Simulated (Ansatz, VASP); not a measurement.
**One calculation of Pd, two programs**

INCAR

```
SYSTEM = Pd
  PREC = Accurate
  ENCUT = 520
  EDIFF = 1E-6
  ISMEAR = -1
  SIGMA = 0.1
  LREAL = .False.
  LASPH = .True.
  NELM = 80
  ALGO = Normal
  ISIF = 2
  LWAVE = .False.
  LCHARG = .False.
  GGA = PE
  NBANDS = 11
```

The input KPOINTS:

```
regular mesh
0
Gamma
  11 11 11
  0 0 0
```

Contents of POSCAR:

```
Pd
1.0
    0.0000000000      1.9734737307      1.9734737307
    1.9734737307      0.0000000000      1.9734737307
    1.9734737307      1.9734737307      0.0000000000
Pd
1
Direct
    0.0000000000      0.0000000000      0.0000000000
```

Input for Ansatz:

```yaml
crystal:
  lattice:
    - [0.0, 1.9734737307, 1.9734737307]
    - [1.9734737307, 0.0, 1.9734737307]
    - [1.9734737307, 1.9734737307, 0.0]
  atoms:
    - { symbol: Pd, position: [0.0, 0.0, 0.0] }
hamiltonian:
  xc: pbe
  pseudopotentials:
    kind: paw
    azcp:
      Pd: "pseudopotentials/Pd.paw.azcp"
basis:
  ecutwfc: 420
  fft_grid_basis: typed
kpoints:
  mp_grid: { grid: [11, 11, 11], shift: [0, 0, 0] }
magnetization:
  spin_polarized: false
scf:
  occupations: { method: fermi_dirac, width: 0.1 }
  lower_state_search: "off"
output:
  stress: true
```

Alike in both runs: task single point; functional PBE; k mesh 11 × 11 × 11; occupations fermi-dirac, width 0.1 eV; no spin polarisation.

|  | VASP | Ansatz |
| --- | --- | --- |
| version | VASP 6.6.1 | Ansatz 0.2.0 |
| potentials or method | VASP PAW PBE potentials, release 64 (Pd) | plane waves (420 eV) with PAW, scalar-relativistic |
| plane-wave cutoff (eV) | 520 | 420 |
| valence electrons in the cell | 10 | 18 |

Ansatz gave:

| Property | Result |
| --- | --- |
| pressure (GPa) | 0.1 |

**Question.** Estimate VASP's values.

**Answer.** Pressure (GPa): -0.2.

The two sets of potentials don't hold the same shells in valence.
